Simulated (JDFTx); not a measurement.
## HfN under changes of volume

One of the cells (11.482 Å³/atom); the others are scaled copies at fixed shape and fractional positions:

```
Hf N
1.0
     0.00000    2.25600    2.25600
     2.25600    0.00000    2.25600
     2.25600    2.25600    0.00000
Hf N
1 1
Direct
  0.00000 0.00000 0.00000
  0.50000 0.50000 0.50000
```

| Property | Result |
| --- | --- |
| Program | JDFTx 1.7.0 (patched build) |
| Functional | RPBE |
| Potentials or basis | PseudoDojo-SR-PBE-0.5-standard with smoothed tails |
| Cutoff | 1143 eV |
| Density cutoff | 9143 eV |
| k mesh | 10 × 10 × 10 |
| Occupations | fermi-dirac, width 0.05 eV |
| Spin | no spin polarisation |

```tsv
volume (Å³/atom)	energy over the lowest point (meV/atom)	pressure (GPa)
10.793	98.38	30.9
11.023	59.75	23.2
11.252	31.57	16.3
11.482	12.83	10.0
11.712	2.58	4.4
11.941	0.00	-0.7
12.171	?	?
```

Q: What does the run at 12.171 Å³/atom give?

A: Energy over the lowest point 4.35 meV/atom; pressure -5.3 GPa.

Worked out: A Birch-Murnaghan fit of order 3 (a polynomial in V^(-2/3)) to the other rows has its minimum at 11.91 Å³/atom with B0 = V·E''(V) = 255 GPa and B' = 4.2. It gives 4.39 meV/atom at 12.171 Å³/atom, against the run's 4.35, and -dE/dV = -5.3 GPa, against -5.3.

Energies are extrapolated to zero smearing.

Caveats: the potentials were made for another functional, which shifts forces and pressure.
